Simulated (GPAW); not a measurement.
Ce:

```xyz
1
Lattice="-1.9433 1.9433 1.9433 1.9433 -1.9433 1.9433 1.9433 1.9433 -1.9433" Properties=species:S:1:pos:R:3 pbc="T T T"
Ce    0.0000    0.0000    0.0000
```

This isn't the form of Ce at room conditions, which is fcc.

Base run:

```yaml
Program: GPAW 26.7.0
Functional: r2SCAN
Potentials_or_basis: GPAW PAW data sets (gpaw-data 1.2.1)
Cutoff: 800 eV
Basis: pw
k_mesh: 10 × 10 × 10
Occupations: fermi-dirac, width 0.05 eV
Spin: collinear spin, ferromagnetic start
Starting_moments: "[1.0] μB"
```

Its results: pressure -0.1 GPa; net moment 1.52 μB per cell; site moments Ce +0.90 μB.

**Question.** The run is repeated on the same cell with these changes: functional from r2SCAN to SCAN. What comes out?

**Answer.** Pressure -0.5 GPa; net moment 1.70 μB per cell; site moments Ce +0.96 μB.

Caveats: one-centre terms of the f shell are cut off; the magnetic or orbital state may not be the lowest; the PAW data sets were made with another functional, which shifts forces and pressure a little.

Not every run made on this cell is shown here.
